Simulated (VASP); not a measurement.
# Ru (P6_3/mmc) in VASP: further runs

One crystal, Ru, is run at these levels: PBEsol; tasks: single point.

All numbers are computed with VASP 6.6.1; they aren't measurements. Logs are shortened: lines on timing, memory, paths and dates and some standing lists are left out, and cuts for length are marked.

## (1) The undisturbed crystal

The structure is hexagonal, space group P6_3/mmc (No. 194). The conventional cell has a = 2.706 Å, b = 2.706 Å, c = 4.282 Å, α = 90.00°, β = 90.00°, γ = 120.00°. Around Ru (site symmetry -6m2) lie 12 Ru at 2.65 to 2.71 Å.

## (2) Single point, PBEsol (grid = ENCUT=280 dk=0.35 cell=2x2x1 ISMEAR=1 SIGMA=0.1 LREAL=Auto EDIFF=1e-06)

Contents of INCAR:

```
SYSTEM = Ru
ALGO = Fast
EDIFF = 1E-6
ENCUT = 280
GGA = PS
ISIF = 2
ISMEAR = 1
LASPH = .True.
LCHARG = .False.
LREAL = Auto
LWAVE = .False.
NBANDS = 64
NELM = 120
PREC = Accurate
SIGMA = 0.1
```

Contents of KPOINTS:

```
k-points
0
Gamma
  4 4 5
  0 0 0
```

Contents of POSCAR:

```
Ru
1.0
    5.4116000000      0.0000000000      0.0000000000
   -2.7058000000      4.6865830752      0.0000000000
    0.0000000000      0.0000000000      4.2819000000
Ru
8
Direct
    0.3333333334      0.1666666666      0.7500000000
    0.3333333334      0.6666666666      0.7500000000
    0.8333333333      0.1666666666      0.7500000000
    0.8333333333      0.6666666666      0.7500000000
    0.1666666666      0.3333333334      0.2500000000
    0.1666666666      0.8333333333      0.2500000000
    0.6666666666      0.3333333334      0.2500000000
    0.6666666666      0.8333333333      0.2500000000
```

Potentials or basis: VASP PAW PBE potentials, release 64 (Ru_pv).

Started as:

```console
> cat potpaw_PBE.64/Ru_pv/POTCAR > POTCAR
> mpirun -np 1 vasp_std > vasp.out
```

OUTCAR:

```text
SYSTEM = Ru
   EDIFF = 1E-6
   ENCUT = 280
   GGA = PS
   ISIF = 2
   ISMEAR = 1
   LASPH = .True.
   LREAL = Auto
   NELM = 120
   PREC = Accurate

 Found     12 irreducible k-points:

 Following reciprocal coordinates:
            Coordinates               Weight
  0.000000  0.000000  0.000000      1.000000
  0.250000  0.000000  0.000000      6.000000
  0.500000  0.000000  0.000000      3.000000
  0.250000  0.250000  0.000000      6.000000
  0.000000  0.000000  0.200000      2.000000
  0.250000  0.000000  0.200000     12.000000
   k-points           NKPTS =     12   k-points in BZ     NKDIM =     12   number of bands    NBANDS=     64
   number of dos      NEDOS =    301   number of ions     NIONS =      8
   total plane-waves  NPLWV =  21600
   dimension x,y,z NGX =    30 NGY =   30 NGZ =   24
   dimension x,y,z NGXF=    60 NGYF=   60 NGZF=   48
   ions per type =               8
   NGX,Y,Z   is equivalent  to a cutoff of   9.22,  9.22,  9.32 a.u.
   NGXF,Y,Z  is equivalent  to a cutoff of  18.43, 18.43, 18.64 a.u.
 SYSTEM =  Ru
   PREC   = accura    normal or accurate (medium, high low for compatibility)
   ISTART =      0    job   : 0-new  1-cont  2-samecut
   ICHARG =      2    charge: 1-file 2-atom 10-const
   ISPIN  =      1    spin polarized calculation?
   LNONCOLLINEAR =      F non collinear calculations
   LSORBIT =      F    spin-orbit coupling
   LASPH  =      T    aspherical Exc in radial PAW
   ENCUT  =  280.0 eV  20.58 Ry    4.54 a.u.   7.38  7.38  5.84*2*pi/ulx,y,z
   NELM   =    120;   NELMIN=  2; NELMDL= -5     # of ELM steps
   EDIFF  = 0.1E-05   stopping-criterion for ELM
   LREAL  =      T    real-space projection
   EDIFFG = 0.1E-04   stopping-criterion for IOM
   NSW    =      0    number of steps for IOM
   IBRION =     -1    ionic relax: 0-MD 1-quasi-New 2-CG
   NFREE  =      0    steps in history (QN), initial steepest desc. (CG)
   ISIF   =      2    stress and relaxation
   ISYM   =      2    0-nonsym 1-usesym 2-fastsym
   POTIM  = 0.5000    time-step for ionic-motion
   TEBEG  =    0.0;   TEEND  =   0.0 temperature during run
   PSTRESS=    0.0 pullay stress
   NELECT =     112.0000    total number of electrons
   NUPDOWN=      -1.0000    fix difference up-down
   EMIN   =  10.00;   EMAX   =-10.00  energy-range for DOS
   EFERMI =   0.00;   METHOD = LEGACY
   ISMEAR =     1;   SIGMA  =   0.10  broadening in eV -4-tet -1-fermi 0-gaus
   EFERMI_NEDOS =   21; number of points for ismear=-14 and -15
   IALGO  =     68    algorithm
   IMIX   =      4    mixing-type and parameters
     AMIX     =   0.40;   BMIX     =  1.00
     AMIX_MAG =   1.60;   BMIX_MAG =  1.00
  volume/ion in A,a.u.               =      13.57        91.61
  Fermi-wavevector in a.u.,A,eV,Ry     =   1.654022  3.125649 37.222674  2.735789
  Thomas-Fermi vector in A             =   2.742361
   LORBIT       =      0    0 simple, 1 ext, 2 COOP (PROOUT), +10 PAW based schemes
   GGA     = PS    functional components
   LHFCALC =     F    Hartree Fock is set to
   AEXX    =    0.0000 exact exchange contribution
   IVDW    =     0    specifies the selected vdW correction
   LEPSILON=     F    determine dielectric tensor
   LRPA    =     F    only Hartree local field effects (RPA)
 non-spin polarized calculation
 RMM-DIIS sequential band-by-band and
 Methfessel and Paxton  Order N= 1 SIGMA  =   0.10
  energy-cutoff  :      280.00
  volume of cell :      108.60
 maximum number of plane-waves:      1188
 NGX is ok and might be reduce to    30
   NGX = 15   NGY = 15   NGZ = 11

 number of electron     112.0000127 magnetization

 Free energy of the ion-electron system (eV)
  ---------------------------------------------------
  ext. energy  EPLUGINS =         0.00000000
  ---------------------------------------------------
  free energy    TOTEN  =       -81.60696745 eV

  energy without entropy =      -81.60523944  energy(sigma->0) =      -81.60639145

 E-fermi :  12.7026     XC(G=0): -14.2869

 val. band max:       12.6919715968   @ k =   0.2500   0.0000   0.4000
 cond. band min:      12.7213622259   @ k =   0.2500   0.0000   0.4000
 fundamental gap:      0.0293906291
 Fermi energy:        12.7026083331

 k-point     1 :       0.0000    0.0000    0.0000
  band No.  band energies     occupation
      1     -30.9016      2.00000
      2     -30.7053      2.00000
      3     -30.7053      2.00000
      4     -30.7053      2.00000
      5     -30.5132      2.00000
      6     -30.5132      2.00000
[... 56 lines left out ...]
     63      14.5933     -0.00000
     64      14.6383     -0.00000

 k-point     2 :       0.2500    0.0000    0.0000
  band No.  band energies     occupation
      1     -30.8490      2.00000
      2     -30.6469      2.00000
      3     -30.6469      2.00000
      4     -30.5958      2.00000
      5     -30.5240      2.00000
      6     -30.4668      2.00000
[... 56 lines left out ...]
     63      14.2246     -0.00000
     64      14.4556     -0.00000

 k-point     3 :       0.5000    0.0000    0.0000
  band No.  band energies     occupation
      1     -30.7066      2.00000
      2     -30.7066      2.00000
      3     -30.5466      2.00000
      4     -30.5466      2.00000
      5     -30.4636      2.00000
      6     -30.4636      2.00000
[... 56 lines left out ...]
     63      14.2640     -0.00000
     64      14.2730     -0.00000

 k-point     4 :       0.2500    0.2500    0.0000
  band No.  band energies     occupation
      1     -30.7512      2.00000
      2     -30.5955      2.00000
      3     -30.5851      2.00000
      4     -30.5851      2.00000
      5     -30.4607      2.00000
      6     -30.4607      2.00000
[... 56 lines left out ...]
     63      14.1267     -0.00000
     64      14.2163     -0.00000

 k-point     5 :       0.0000    0.0000    0.2000
  band No.  band energies     occupation
      1     -30.7971      2.00000
      2     -30.7757      2.00000
      3     -30.7757      2.00000
      4     -30.7757      2.00000
      5     -30.6016      2.00000
      6     -30.6016      2.00000
[... 56 lines left out ...]
     63      14.3275     -0.00000
     64      14.5408     -0.00000

 k-point     6 :       0.2500    0.0000    0.2000
  band No.  band energies     occupation
      1     -30.7585      2.00000
      2     -30.7176      2.00000
      3     -30.7176      2.00000
      4     -30.7038      2.00000
      5     -30.5596      2.00000
      6     -30.5596      2.00000
[... 56 lines left out ...]
     63      14.0243     -0.00000
     64      14.4241     -0.00000

 [... further k-points ...]
[... 5 lines left out ...]
  --------------------------------------------------------------------------------------
  -------------------------------------------------------------------------------------
  Total       -4.7199854     -4.7199854     -5.6441416      0.0000000      0.0000000      0.0000000
  in kB      -69.6358231    -69.6358231    -83.2702667      0.0000000      0.0000000      0.0000000
  external PRESSURE =     -74.1806376 kB  Pullay stress =       0.0000000 kB

 VOLUME and BASIS-vectors are now :
 -----------------------------------------------------------------------------
  energy-cutoff  :      280.00
  volume of cell :      108.60
      direct lattice vectors                 reciprocal lattice vectors
     5.411600000  0.000000000  0.000000000     0.184788233  0.106687536  0.000000000
    -2.705800000  4.686583075  0.000000000     0.000000000  0.213375072  0.000000000
     0.000000000  0.000000000  4.281900000     0.000000000  0.000000000  0.233541185

 POSITION                                       TOTAL-FORCE (eV/Angst)
 -----------------------------------------------------------------------------------
      1.35290      0.78110      3.21143         0.000000     -0.000000      0.000000
      0.00000      3.12439      3.21143         0.000000     -0.000000     -0.000000
      4.05870      0.78110      3.21143         0.000000     -0.000000      0.000000
      2.70580      3.12439      3.21143        -0.000000     -0.000000     -0.000000
     -0.00000      1.56219      1.07048        -0.000000      0.000000     -0.000000
     -1.35290      3.90549      1.07048         0.000000      0.000000      0.000000
      2.70580      1.56219      1.07048         0.000000      0.000000      0.000000
      1.35290      3.90549      1.07048        -0.000000      0.000000     -0.000000
 -----------------------------------------------------------------------------------
    total drift:                                0.000001      0.000001      0.000000

  FREE ENERGIE OF THE ION-ELECTRON SYSTEM (eV)
  ---------------------------------------------------
  free  energy   TOTEN  =       -81.6069674515 eV

  energy  without entropy=      -81.6052394422  energy(sigma->0) =      -81.60639145
```

Wall time 56 s (1 thread of Intel Xeon Platinum 8488C (Sapphire Rapids), shared host); peak memory 0.16 GiB.

These settings aren't checked as converged: the numbers below hold their error.

What came out:

```
Free energy            : -81.6070 eV
Pressure               : -7.4 GPa
Band gap on the k mesh : none (metal or under the smearing width)
```

Caveat: the cutoff is under 1.25 times the usual one of these potentials, so pressure, stress and relaxed cells hold a basis-set (Pulay) error; the PAW data sets were made with another functional, which shifts forces and pressure a little.

## (3) Single point, PBEsol (grid = ENCUT=400 dk=0.45 cell=2x2x1 ISMEAR=1 SIGMA=0.1 LREAL=Auto EDIFF=1e-06)

INCAR, as its differences from that of step 2:

```diff
@@ -3,3 +3,3 @@
 EDIFF = 1E-6
-ENCUT = 280
+ENCUT = 400
 GGA = PS
```

Contents of KPOINTS:

```
k-points
0
Gamma
  3 3 4
  0 0 0
```

POSCAR is that of step 2.

Potentials or basis: VASP PAW PBE potentials, release 64 (Ru_pv).

Started as:

```console
> cat potpaw_PBE.64/Ru_pv/POTCAR > POTCAR
> mpirun -np 1 vasp_std > vasp.out
```

OUTCAR:

```text
SYSTEM = Ru
   EDIFF = 1E-6
   ENCUT = 400
   GGA = PS
   ISIF = 2
   ISMEAR = 1
   LASPH = .True.
   LREAL = Auto
   NELM = 120
   PREC = Accurate

 Found      9 irreducible k-points:

 Following reciprocal coordinates:
            Coordinates               Weight
  0.000000  0.000000  0.000000      1.000000
  0.333333  0.000000  0.000000      6.000000
  0.333333  0.333333  0.000000      2.000000
  0.000000  0.000000  0.250000      2.000000
  0.333333  0.000000  0.250000     12.000000
  0.333333  0.333333  0.250000      4.000000
   k-points           NKPTS =      9   k-points in BZ     NKDIM =      9   number of bands    NBANDS=     64
   number of dos      NEDOS =    301   number of ions     NIONS =      8
   total plane-waves  NPLWV =  36288
   dimension x,y,z NGX =    36 NGY =   36 NGZ =   28
   dimension x,y,z NGXF=    72 NGYF=   72 NGZF=   56
   ions per type =               8
   NGX,Y,Z   is equivalent  to a cutoff of  11.06, 11.06, 10.87 a.u.
   NGXF,Y,Z  is equivalent  to a cutoff of  22.12, 22.12, 21.74 a.u.
 SYSTEM =  Ru
   PREC   = accura    normal or accurate (medium, high low for compatibility)
   ISTART =      0    job   : 0-new  1-cont  2-samecut
   ICHARG =      2    charge: 1-file 2-atom 10-const
[... 60 lines left out ...]
 cond. band min:      13.0167491894   @ k =   0.3333   0.3333   0.2500
 fundamental gap:      0.0699164650
 Fermi energy:        12.9507396053

 k-point     1 :       0.0000    0.0000    0.0000
  band No.  band energies     occupation
      1     -30.9027      2.00000
      2     -30.7033      2.00000
      3     -30.7033      2.00000
      4     -30.7033      2.00000
      5     -30.5109      2.00000
      6     -30.5109      2.00000
[... 391 lines left out ...]
     63      13.8496     -0.00000
     64      13.8499     -0.00000

 [... further k-points ...]
[... 5 lines left out ...]
  --------------------------------------------------------------------------------------
  -------------------------------------------------------------------------------------
  Total       -2.9033639     -2.9033639     -7.3317929     -0.0000000      0.0000000     -0.0000000
  in kB      -42.8344830    -42.8344830   -108.1688571     -0.0000000      0.0000000     -0.0000000
  external PRESSURE =     -64.6126077 kB  Pullay stress =       0.0000000 kB

 VOLUME and BASIS-vectors are now :
 -----------------------------------------------------------------------------
  energy-cutoff  :      400.00
  volume of cell :      108.60
      direct lattice vectors                 reciprocal lattice vectors
     5.411600000  0.000000000  0.000000000     0.184788233  0.106687536  0.000000000
    -2.705800000  4.686583075  0.000000000     0.000000000  0.213375072  0.000000000
     0.000000000  0.000000000  4.281900000     0.000000000  0.000000000  0.233541185

 POSITION                                       TOTAL-FORCE (eV/Angst)
 -----------------------------------------------------------------------------------
      1.35290      0.78110      3.21143        -0.000000      0.000000     -0.000000
      0.00000      3.12439      3.21143        -0.000000     -0.000000      0.000000
      4.05870      0.78110      3.21143        -0.000000      0.000000     -0.000000
      2.70580      3.12439      3.21143         0.000000      0.000000     -0.000000
     -0.00000      1.56219      1.07048         0.000000      0.000000      0.000000
     -1.35290      3.90549      1.07048         0.000000     -0.000000     -0.000000
      2.70580      1.56219      1.07048        -0.000000     -0.000000      0.000000
      1.35290      3.90549      1.07048         0.000000     -0.000000      0.000000
 -----------------------------------------------------------------------------------
    total drift:                                0.000001      0.000001      0.000000

  FREE ENERGIE OF THE ION-ELECTRON SYSTEM (eV)
  ---------------------------------------------------
  free  energy   TOTEN  =       -81.0322569130 eV

  energy  without entropy=      -81.0173281509  energy(sigma->0) =      -81.02728066
```

stdout:

```text
POSCAR found type information on POSCAR Ru
 POSCAR found :  1 types and       8 ions
 scaLAPACK will be used
 -----------------------------------------------------------------------------
|                                                                             |
|                                                                             |
|     You have a (more or less) 'small supercell' and for smaller cells       |
|     it is recommended to use the reciprocal-space projection scheme!        |
|     The real-space optimization is not efficient for small cells and it     |
|     is also less accurate ...                                               |
|     Therefore, set LREAL=.FALSE. in the INCAR file.                         |
|                                                                             |
 -----------------------------------------------------------------------------

 -----------------------------------------------------------------------------
|                                                                             |
|                                                                             |
|     You enforced a specific xc type in the INCAR file but a different       |
|     I HOPE YOU KNOW WHAT YOU ARE DOING!                                     |
|                                                                             |
 -----------------------------------------------------------------------------

 LDA part: xc-table for (Slater+PW92), standard interpolation
 POSCAR, INCAR and KPOINTS ok, starting setup
 FFT: planning ... GRIDC
 FFT: planning ... GRID_SOFT
 FFT: planning ... GRID
 WAVECAR not read
 entering main loop
```

Wall time 62 s (1 thread of Intel Xeon Platinum 8488C (Sapphire Rapids), shared host); peak memory 0.19 GiB.

These settings aren't checked as converged: the numbers below hold their error.

What came out:

* Free energy: -81.0323 eV
* Pressure: -6.5 GPa
* Band gap on the k mesh: none (metal or under the smearing width)

Caveat: the k mesh is coarse (spacing up to 0.45 Å⁻¹), so the values aren't converged; the PAW data sets were made with another functional, which shifts forces and pressure a little.

## (4) The reference run

An earlier run on the cell as given: functional PBE; potentials or basis VASP PAW PBE potentials, release 64 (Ru_pv); cutoff 520 eV; k mesh 11 × 11 × 6; occupations fermi-dirac, width 0.05 eV; no spin polarisation.

- Pressure: 4.5 GPa
- Band gap on the k mesh: none (metal or under the smearing width)
